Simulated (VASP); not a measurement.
# AlN, band structure: which settings are enough?

AlN, F-43m (no. 216), 2 atoms in the cell. RPBE; PAW potentials Al, N (PBE set). VASP 6.6.1.

Wanted: band energies at the path's corners within 0.1 eV; smallest gap over path and mesh within 0.05 eV.

What the run is for: bands; Accuracy asked: screening; Route: fixed density (ICHARG 11).

Band energies at the path's corners: counted from the valence top.

POSCAR:
```
AlN
1.0
    0.0000000000      2.1839935596      2.1839935596
    2.1839935596      0.0000000000      2.1839935596
    2.1839935596      2.1839935596      0.0000000000
Al N
1 1
Direct
    0.0000000000      0.0000000000      0.0000000000
    0.2500000000      0.2500000000      0.2500000000
```

The series start from Plane-wave cutoff (eV): 460; k-point mesh: 7 × 7 × 7; k points a path segment: 12; Electronic threshold (eV): 1e-6; Precision mode (PREC): Accurate; Bands in all (NBANDS): 16; Aspherical gradient terms in the spheres (LASPH): yes. Each series keeps the choices made before it, and each single choice may use up half of a tolerance. Times cover all steps of a run.

## Plane-wave cutoff (eV)

| Plane-wave cutoff (eV) | Band energies at the path's corners, largest deviation (eV) | Smallest gap over path and mesh (eV) | Time (s) |
|---|---|---|---|
| 320 | 0.09 | 3.348 | 8.4 |
| 400 | 0.02 | 3.348 | 10 |
| 460 | 0.00 | 3.361 | 11 |
| 520 | 0.00 | 3.362 | 11 |
| 640 (reference) | 0.00 | 3.362 | 23 |

Chosen: 400, the loosest value from which every tighter one stays within half of the tolerance.

## k-point mesh

| k-point mesh | Band energies at the path's corners, largest deviation (eV) | Smallest gap over path and mesh (eV) | Time (s) |
|---|---|---|---|
| 3 × 3 × 3 | 0.10 | 3.255 | 8.5 |
| 4 × 4 × 4 | 0.03 | 3.325 | 9.4 |
| 5 × 5 × 5 | 0.01 | 3.342 | 9.1 |
| 6 × 6 × 6 | 0.00 | 3.347 | 9.6 |
| 7 × 7 × 7 | 0.00 | 3.348 | 10 |
| 9 × 9 × 9 | 0.00 | 3.348 | 11 |
| 11 × 11 × 11 (reference) | 0.00 | 3.348 | 14 |

Chosen: 4 × 4 × 4.

## Electronic threshold (eV)

| Electronic threshold (eV) | Band energies at the path's corners, largest deviation (eV) | Smallest gap over path and mesh (eV) | Time (s) |
|---|---|---|---|
| 0.001 | 0.00 | 3.320 | 4.9 |
| 0.0001 | 0.00 | 3.320 | 5.1 |
| 1e-5 | 0.00 | 3.325 | 5.2 |
| 1e-6 | 0.00 | 3.325 | 5.5 |
| 1e-7 (reference) | 0.00 | 3.326 | 6.0 |

Chosen: 0.001.

## Precision mode (PREC)

| Precision mode (PREC) | Band energies at the path's corners, largest deviation (eV) | Smallest gap over path and mesh (eV) | Time (s) |
|---|---|---|---|
| SingleN | 0.00 | 3.320 | 3.0 |
| Normal | 0.00 | 3.320 | 3.1 |
| Accurate (reference) | 0.00 | 3.320 | 4.9 |

Chosen: SingleN.

## Bands in all (NBANDS)

| Bands in all (NBANDS) | Band energies at the path's corners, largest deviation (eV) | Smallest gap over path and mesh (eV) | Time (s) |
|---|---|---|---|
| 6 | 0.01 | 3.302 | 2.3 |
| 7 | 0.01 | 3.307 | 2.5 |
| 8 | 0.01 | 3.310 | 2.6 |
| 10 | 0.01 | 3.312 | 2.9 |
| 16 | 0.00 | 3.320 | 3.0 |
| 26 (reference) | 0.00 | 3.322 | 4.5 |

Chosen: 6.

## Aspherical gradient terms in the spheres (LASPH)

| Aspherical gradient terms in the spheres (LASPH) | Band energies at the path's corners, largest deviation (eV) | Smallest gap over path and mesh (eV) | Time (s) |
|---|---|---|---|
| no | 0.00 | 3.302 | 2.5 |
| yes (reference) | 0.00 | 3.302 | 2.3 |

Chosen: no.

Also changed on the way, by series that aren't shown: k points a path segment: 5.

## All choices together

| Input | Band energies at the path's corners, largest deviation (eV) | Smallest gap over path and mesh (eV) | Time (s) |
|---|---|---|---|
| the program's defaults (naive) | 0.02 | 3.342 | 4.5 |
| chosen settings | 0.03 | 3.335 | 2.6 |
| reference settings throughout | 0.00 | 3.363 | 110 |

The tolerance is met.

1 cheaper combination failed this check first and made the worst setting one step tighter.

## The input

INCAR.step1:
```
SYSTEM = AlN
GGA = RP
ISMEAR = 0
SIGMA = 0.03
LWAVE = .False.
LCHARG = .True.
NBANDS = 6
PREC = SingleN
LASPH = .False.
LREAL = .False.
ALGO = Normal
EDIFF = 0.001
NELM = 120
GGA_COMPAT = .False.
ENCUT = 400
EFERMI = MIDGAP
```

INCAR.step2, as INCAR.step1 but for:
```
- LCHARG = .True.
+ LCHARG = .False.
+ ICHARG = 11
```

KPOINTS.step1:
```
Automatic mesh
0
Gamma
  5 5 5
  0 0 0
```

KPOINTS.step2:
```
path GXWKGLUWLK,UX
5
line-mode
reciprocal
 0.0000000000  0.0000000000  0.0000000000  G
 0.5000000000  0.0000000000  0.5000000000  X

 0.5000000000  0.0000000000  0.5000000000  X
 0.5000000000  0.2500000000  0.7500000000  W

 0.5000000000  0.2500000000  0.7500000000  W
 0.3750000000  0.3750000000  0.7500000000  K

 0.3750000000  0.3750000000  0.7500000000  K
 0.0000000000  0.0000000000  0.0000000000  G

 0.0000000000  0.0000000000  0.0000000000  G
 0.5000000000  0.5000000000  0.5000000000  L

 0.5000000000  0.5000000000  0.5000000000  L
 0.6250000000  0.2500000000  0.6250000000  U

 0.6250000000  0.2500000000  0.6250000000  U
 0.5000000000  0.2500000000  0.7500000000  W

 0.5000000000  0.2500000000  0.7500000000  W
 0.5000000000  0.5000000000  0.5000000000  L

 0.5000000000  0.5000000000  0.5000000000  L
 0.3750000000  0.3750000000  0.7500000000  K

 0.6250000000  0.2500000000  0.6250000000  U
 0.5000000000  0.0000000000  0.5000000000  X
```

Commands (each step's output is kept before the next begins):
```
cat potpaw_PBE.64/Al/POTCAR potpaw_PBE.64/N/POTCAR > POTCAR
cp INCAR.step1 INCAR
cp KPOINTS.step1 KPOINTS
mpirun -np 1 vasp_std > vasp.out
cp INCAR.step2 INCAR
cp KPOINTS.step2 KPOINTS
mpirun -np 1 vasp_std > vasp.out
```

The naive input happens to agree within the tolerance here, in 4.5 s.

Limits: RPBE gaps are mostly well below measured ones.

The chosen input took VASP 6.6.1 2.6 s on 1 core (Intel Xeon Platinum 8488C (Sapphire Rapids)), a shared host.

## An input that fails: too few bands

VASP's message: The number of bands is not sufficient to hold all electrons. I am sorry, but this calculation does not make sense. If you want to calculate only selected states, you need to set either EFERMI or EREF. EREF specifies around which energy states are supposed to be calculated. I found NBANDS = 3, NELECT = ….

Changes against the starting input:
```
- NBANDS = 16
- NELM = 120
+ NBANDS = 3
+ NELM = 74
```
